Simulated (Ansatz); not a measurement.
V:

```xyz
1
Lattice="-1.5144 1.5144 1.5144 1.5144 -1.5144 1.5144 1.5144 1.5144 -1.5144" Properties=species:S:1:pos:R:3 pbc="T T T"
V     0.0000    0.0000    0.0000
```

Base run:

* Program: Ansatz 0.2.0
* Functional: PBEsol
* Potentials or basis: all-electron LAPW, scalar-relativistic
* Cutoff: 257 eV (chosen from the basis error)
* Basis error allowed: 0.001 eV/atom
* k mesh: 12 × 12 × 12
* Occupations: fermi-dirac, width 0.05 eV
* Spin: collinear spin, ferromagnetic start
* Starting moments: [2.0] μB
* Hubbard terms: V d U = 2 eV

Its results: band gap on the k mesh none (metal or under the smearing width); pressure -8.5 GPa; net moment 0.63 μB per cell; site moments V +0.56 μB.

Task: The run is repeated on the same cell with these changes: hubbard terms from V d U = 2 eV to V d U = 4 eV. What comes out?

Result: Band gap on the k mesh none (metal or under the smearing width); pressure 21.4 GPa; net moment 1.86 μB per cell; site moments V +1.72 μB.

Caveats: the magnetic state may not be the lowest; U is the effective U less J, on atomic orbitals that reach past the spheres; the U is typed as a test and isn't derived for this compound.
